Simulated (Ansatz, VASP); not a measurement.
One calculation of BAs, two programs

```xyz
2
Lattice="0.0000 2.1974 2.5796 2.1974 0.0000 2.5796 2.1974 2.1974 0.0000" Properties=species:S:1:pos:R:3 pbc="T T T"
B     0.0000    0.0000    0.0000
As    3.2961    3.2961    3.8694
```

Change from the starting cell: strain -0.080 along x and y, +0.080 along z, atoms carried along.

Alike in both runs: task single point; functional LDA; k mesh 10 × 10 × 10; occupations gaussian, width 0.05 eV; no spin polarisation.

|  | VASP | Ansatz |
| --- | --- | --- |
| version | VASP 6.6.1 | Ansatz 0.2.0 |
| potentials or method | VASP PAW LDA potentials, release 64 (B, As) | scalar-relativistic, plane waves, PAW |
| plane-wave cutoff (eV) | 520 | 420 |
| valence electrons in the cell | 8 | 18 |

```csv
,VASP,Ansatz,Ansatz less VASP
gap on the k mesh at the Fermi level (eV),none,none,-
pressure (GPa),11.2,10.0,-1.21
largest component of the traceless stress (GPa),29.40,29.56,+0.158
```

A gap of «none» marks a metal or a gap that the smearing closes. The two sets of potentials don't hold the same shells in valence.
